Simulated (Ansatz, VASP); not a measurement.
BaTeH6: VASP beside Ansatz

The input POSCAR:

```
BaTeH6
1.0
    3.5450075009      2.0467110350      2.5503966790
   -3.5450075009      2.0467110350      2.5503966790
    0.0000000000     -4.0934220699      2.5503966790
Ba Te H
1 1 6
Direct
    0.0000000000      0.0000000000      0.0000000000
    0.5000000000      0.5000000000      0.5000000000
    0.5467119863      0.2176407787      0.1940704033
    0.2176407787      0.1940704033      0.5467119863
    0.8059295967      0.4532880137      0.7823592213
    0.7823592213      0.8059295967      0.4532880137
    0.4532880137      0.7823592213      0.8059295967
    0.1940704033      0.5467119863      0.2176407787
```

Contents of INCAR.step1:

```
  PREC = Accurate
  ENCUT = 520
  ISMEAR = -1
  SIGMA = 0.03
  LREAL = False
  LASPH = True
  NELM = 60
  NBANDS = 21
  GGA = PE
  ALGO = Normal
  EDIFF = 1E-4
  LWAVE = True
  LCHARG = False
```

Contents of INCAR.step2:

```
  PREC = Accurate
  ENCUT = 520
  EDIFF = 1E-7
  ISMEAR = -1
  SIGMA = 0.03
  LREAL = False
  LASPH = True
  NELM = 60
  ALGO = Normal
  ISIF = 2
  LWAVE = False
  LCHARG = True
  METAGGA = R2SCAN
  LMIXTAU = True
  LUSE_VDW = True
  IVDW_NL = 2
  BPARAM = 11.95
  CPARAM = 0.0093
  LELF = True
  LVHAR = True
  NBANDS = 21
  ISTART = 1
```

KPOINTS

```
Automatic mesh
0
Gamma
  6 6 6
```

Input for Ansatz:

```yaml
crystal:
  lattice:
    - [3.5450075009, 2.046711035, 2.550396679]
    - [-3.5450075009, 2.046711035, 2.550396679]
    - [0.0, -4.0934220699, 2.550396679]
  atoms:
    - { symbol: Ba, position: [0.0, 0.0, 0.0] }
    - { symbol: Te, position: [0.5, 0.5, 0.5] }
    - { symbol: H, position: [0.5467119863, 0.2176407787, 0.1940704033] }
    - { symbol: H, position: [0.2176407787, 0.1940704033, 0.5467119863] }
    - { symbol: H, position: [0.8059295967, 0.4532880137, 0.7823592213] }
    - { symbol: H, position: [0.7823592213, 0.8059295967, 0.4532880137] }
    - { symbol: H, position: [0.4532880137, 0.7823592213, 0.8059295967] }
    - { symbol: H, position: [0.1940704033, 0.5467119863, 0.2176407787] }
kpoints:
  mp_grid: { grid: [6, 6, 6] }
  band_path:
    path:
      - [0.0, 0.0, 0.0]
      - [0.5, 0.0, 0.0]
      - [0.5, -0.5, 0.5]
      - [0.4254588507, -0.5745411493, 0.4254588507]
      - [0.5, -0.5, 0.0]
    npoints: 1
hamiltonian:
  xc: r2scan
  dispersion: rvv10
scf:
  occupations: { method: fermi_dirac, width: 0.03 }
  n_extra_bands: 6
output:
  forces: true
  stress: true
  eigenvalues: true
```

Alike in both runs: task single point; functional r2SCAN; dispersion rVV10; k mesh 6 × 6 × 6; occupations fermi-dirac, width 0.03 eV; no spin polarisation.

```csv
,VASP,Ansatz
version,VASP 6.6.1,Ansatz 0.2.0
potentials or method,"VASP PAW PBE potentials, release 64 (Ba_sv, Te, H)","plane waves, PAW"
plane-wave cutoff (eV),520,500
valence electrons in the cell,22,32
```

```csv
,VASP,Ansatz,Ansatz less VASP
pressure (GPa),0.3,0.0,-0.33
rms of the force components (eV/Å),0.007,0.003,-0.0036
```

Atom by atom the forces differ by 0.004 eV/Å (rms over components). The two sets of potentials don't hold the same shells in valence.

Caveats: the PAW data sets were made with another functional, which shifts forces and pressure a little (VASP); spin-orbit coupling is left out, which moves the levels of the heavy elements.
